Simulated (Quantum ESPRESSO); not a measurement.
CuI:

```xyz
4
Lattice="4.0902 0.0000 0.0000 0.0000 4.0902 0.0000 0.0000 0.0000 6.5515" Properties=species:S:1:pos:R:3 pbc="T T T"
I     0.0000    2.0451    4.8680
I     2.0451    0.0000    1.6835
Cu    0.0000    0.0000    0.0000
Cu    2.0451    2.0451    0.0000
```

Measurements of this composition are mostly on another form, of space group No. 216.

Base run:

| Quantity | Value |
| --- | --- |
| Program | Quantum ESPRESSO 7.5 |
| Functional | AM05 |
| Potentials or basis | Ansatz NC SR PBE |
| Cutoff | 1252 eV |
| Density cutoff | 5007 eV |
| k mesh | 4 × 4 × 2, shifted |
| Occupations | fermi-dirac, width 0.05 eV |
| Spin | no spin polarisation |

Its results: pressure -1.5 GPa; largest force 0.329 eV/Å; electronic dielectric tensor (diagonal) 5.34, 5.34, 5.02.

Q: The run is repeated on the same cell with these changes: functional from AM05 to BLYP. What comes out?

A: Pressure 4.4 GPa; largest force 0.486 eV/Å; electronic dielectric tensor (diagonal) 5.22, 5.22, 4.92.

BLYP binds less tightly than AM05, so the same cell stands under more pressure.

Caveats: the potentials were made for another functional, which shifts forces and pressure; this functional lacks dispersion, which binds the layers, so the pressure and a relaxed spacing across them are unreliable; the cell is more than 3 GPa from zero pressure, which shifts response properties (some runs).
